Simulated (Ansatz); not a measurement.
Put CdS in P4_2/mmc (No. 131): Cd on 2c; S on 2f. A trial structure of CdS was built thus: ordered vacancies on the anion sites of fluorite (occupants of the shared sites, in ratio, S: 2, vacant: 2).

Level of theory: Ansatz, DFT PBE, scalar-relativistic, plane waves, PAW. Cutoff 420 eV, Γ-centred mesh, Gaussian smearing, no spin polarisation.

Formation energies are uncorrected and refer to the elements' standard structures at the same level.

Q: Give the relaxed lattice parameters and positions.

A:

Space group P4_2/mmc (No. 131). a = 3.901 Å, b = 3.901 Å, c = 7.028 Å, α = 90.00°, β = 90.00°, γ = 90.00°
```tsv
atom	site	symmetry	x	y	z
Cd	2c	mmm.	0.0000	0.5000	0.0000
S	2f	-4m2	0.5000	0.5000	0.2500
```

Cd has 4 S at 2.63 Å; S is surrounded by 4 Cd at 2.63 Å. Another local minimum with the same sites may exist.

Q: Where does its energy lie, and is it a metal?

A: The formation energy is −0.34 eV/atom and the gap on the 12×12×8 mesh of the 4-atom cell is 0 eV (a metal). Whether it is stable depends on the other phases of the system, which aren't compared here.

The last run used Gaussian smearing of 0.10 eV. The zero gap may come from the functional, which often closes small gaps. The reference form of S is held partly by dispersion forces, which this level lacks. A structure relaxed within its symmetry needn't be a true minimum.
